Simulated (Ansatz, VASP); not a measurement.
Si: VASP beside Ansatz

```
Si
1.0
     0.00000    2.70083    2.70083
     2.70083    0.00000    2.70083
     2.70083    2.70083    0.00000
Si
2
Direct
  0.50000 0.50000 0.50000
  0.75000 0.75000 0.75000
```

Alike in both runs: functional LDA; k mesh 10 × 10 × 10; occupations gaussian, width 0.02 eV; no spin polarisation.

Ansatz relaxed the structure, and its values are those at the end. VASP's run is a single point on that final structure, the one shown.

```csv
,VASP,Ansatz
version,VASP 6.6.1,Ansatz 0.2.0
potentials or method,"VASP PAW LDA potentials, release 64 (Si)","scalar-relativistic, plane waves, PAW"
plane-wave cutoff (eV),520,420
valence electrons in the cell,8,8
```

```tsv
	VASP	Ansatz	Ansatz less VASP
gap on the k mesh at the Fermi level (eV)	0.45	0.46	+0.003
least direct gap on the mesh (eV)	2.53	2.53	+0.002
pressure (GPa)	0.1	0.0	-0.06
```

Ansatz warned: «pseudo_functional_mismatch».
